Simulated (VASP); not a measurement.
The system is Na.

```
Na
1.0
     3.76824    0.00000    0.00000
    -1.88412    3.26339    0.00000
     0.00000    0.00000    6.15479
Na
2
Direct
  0.33333 0.66667 0.75000
  0.66667 0.33333 0.25000
```

The cell was built by a generator and needn't be a form met in nature.

- Program: VASP 6.6.1
- Task: relaxation of cell and atoms
- Functional: PBE
- Potentials or basis: VASP PAW PBE potentials, release 64 (Na_pv)
- Cutoff: 600 eV
- k mesh: 6 × 6 × 4
- Occupations: gaussian, width 0.05 eV
- Spin: no spin polarisation

At the start: pressure -0.2 GPa; volume 37.84 Å³/atom.

Task: Where does the relaxation end?

Result: Over 5 steps the energy falls by 2.6 meV/atom and the volume is 36.80 Å³/atom (-2.7 %); space group P6_3/mmc (No. 194, to 0.05 Å).

The path:
```
step  energy change (eV)  largest force (eV/Å)  pressure (GPa)  volume (Å³)
   1              0.0000                0.0000           -0.20        75.69
   2             -0.0023                0.0000           -0.10        75.17
   3             -0.0045                0.0000           -0.06        74.43
   4             -0.0046                0.0000            0.08        72.94
   5             -0.0053                0.0000            0.06        73.61
```

Final structure:
```
Na
1.0
     3.77797    0.00000    0.00000
    -1.88898    3.27182    0.00000
     0.00000    0.00000    5.95506
Na
2
Direct
  0.33333 0.66667 0.75000
  0.66667 0.33333 0.25000
```
